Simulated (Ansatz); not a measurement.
# Straining GeSb4Te7

Theory: DFT PBE, scalar-relativistic, plane waves, PAW in Ansatz. (420 eV cutoff, 12×12×2 k-mesh, Gaussian smearing of 0.02 eV, no spin polarisation)

Starting point, cell and atoms relaxed:

```
CELL_PARAMETERS angstrom
4.32040 0.00000 0.00000
-2.16020 3.74158 0.00000
0.00000 0.00000 24.56975
ATOMIC_POSITIONS crystal
Ge 0.00000 0.00000 0.50000
Sb 0.66667 0.33333 0.91872
Sb 0.33333 0.66667 0.34882
Sb 0.33333 0.66667 0.08128
Sb 0.66667 0.33333 0.65118
Te 0.33333 0.66667 0.84920
Te 0.66667 0.33333 0.15080
Te 0.00000 0.00000 0.72043
Te 0.66667 0.33333 0.43103
Te 0.33333 0.66667 0.56897
Te 0.00000 0.00000 0.00000
Te 0.00000 0.00000 0.27957
```

Deformation: all cell vectors scaled alike, the atoms relaxed, all within the symmetry that the strain leaves. Energies are extrapolated to zero smearing. Gaps are Kohn–Sham gaps over the whole zone.

Spin-orbit coupling is left out, which matters for the bands and energies of heavy elements.

| strain (%) | ΔE (meV/atom) | a (Å) | b (Å) | c (Å) | gap (eV) |
| --- | --- | --- | --- | --- | --- |
| -4.0 | 47.4 | 4.148 | 4.148 | 23.587 | metal |
| -2.0 | 10.3 | 4.234 | 4.234 | 24.078 | 0.19 |
| +0.0 | 0.0 | 4.320 | 4.320 | 24.570 | 0.37 |
| +2.0 | 7.7 | 4.407 | 4.407 | 25.061 | 0.42 |
| +4.0 | 27.4 | 4.493 | 4.493 | 25.553 | 0.29 |

Problem. What stiffness (1/V) d²E/dε² at zero strain does a cubic fit over all points give?

Solution. A cubic fit gives (1/V) d²E/dε² = 227 GPa at zero strain (nine times the bulk modulus at fixed shape).

Closed-shell ions balance this formula, and semilocal functionals make gaps too small, so «metal» can mean here that the functional has closed a real gap.